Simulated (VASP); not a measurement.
A run of VASP 6.6.1:

Contents of INCAR:

```
PREC = Accurate
ENCUT = 520
EDIFF = 1E-6
ISMEAR = -1
SIGMA = 0.1
LREAL = F
LASPH = T
NELM = 60
ALGO = Normal
ISIF = 2
LWAVE = F
LCHARG = T
GGA = CA
LELF = T
LVHAR = T
NBANDS = 15
```

Contents of KPOINTS:

```
Automatic mesh
0
Gamma
  11 11 11
```

The input POSCAR:

```
Os
1.0
    0.0000000000      2.6221771296      2.6221771296
    2.6221771296      0.0000000000      2.6221771296
    2.6221771296      2.6221771296      0.0000000000
Os
2
Direct
    0.1250000000      0.1250000000      0.1250000000
    0.8750000000      0.8750000000      0.8750000000
```

Potentials or basis: VASP PAW LDA potentials, release 64 (Os).

Launch:

```console
$ cat potpaw_LDA.64/Os/POTCAR > POTCAR
$ mpirun -np 1 vasp_std > vasp.out
```

Hardware: 1 thread of Intel(R) Xeon(R) Platinum 8488C (Sapphire Rapids), on a shared host.

Task: How long does it take, and how much memory?

Result: Run time: 18 s on 1 thread of Intel(R) Xeon(R) Platinum 8488C (Sapphire Rapids), on a shared host, peak memory 0.15 GiB. Counts: scf iterations 11, k points 56.
